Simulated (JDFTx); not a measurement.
A run of JDFTx 1.7.0 (patched build) is set up as follows.

Contents of MoS2.in:

```
lattice Hexagonal 6.0990240984 11.9288459328
coords-type Lattice
ion Mo     0.0000000000     0.0000000000     0.5000000000 1
ion S      0.6666666667     0.3333333333     0.7446806800 1
ion S      0.3333333333     0.6666666667     0.2553193200 1

ion-species pseudo/Mo.upf
ion-species pseudo/S.upf
elec-cutoff 40 320
elec-ex-corr gga-PBE
kpoint-folding 4 4 2
elec-smearing Fermi 0.0018374661
elec-n-bands 19
electronic-SCF nIterations 100 energyDiffThreshold 1e-09
electronic-minimize nIterations 30 energyDiffThreshold 1e-7
converge-empty-states yes
forces-output-coords Cartesian

dump-name run.$VAR
dump End Ecomponents EigStats BandEigs Kpoints Forces Stress State ElecDensity Dtot KEdensity
```

Potentials or basis: PseudoDojo-SR-PBE-0.5-standard with smoothed tails.

Run with:

```bash
$ jdftx -c 1 -i MoS2.in -o MoS2.out
```

Q: Estimate the largest force.

A: 0.064 eV/Å.

Q: Estimate the band gap on the k mesh.

A: None (metal or under the smearing width).

Stress tensor (GPa, compression positive):
```
2.32 0.00 0.00
0.00 2.32 0.00
0.00 0.00 1.12
```

Caveat: the k mesh is coarse (spacing up to 0.56 Å⁻¹), so the values aren't converged; this functional lacks dispersion, which binds the layers, so the pressure and a relaxed spacing across them are unreliable.
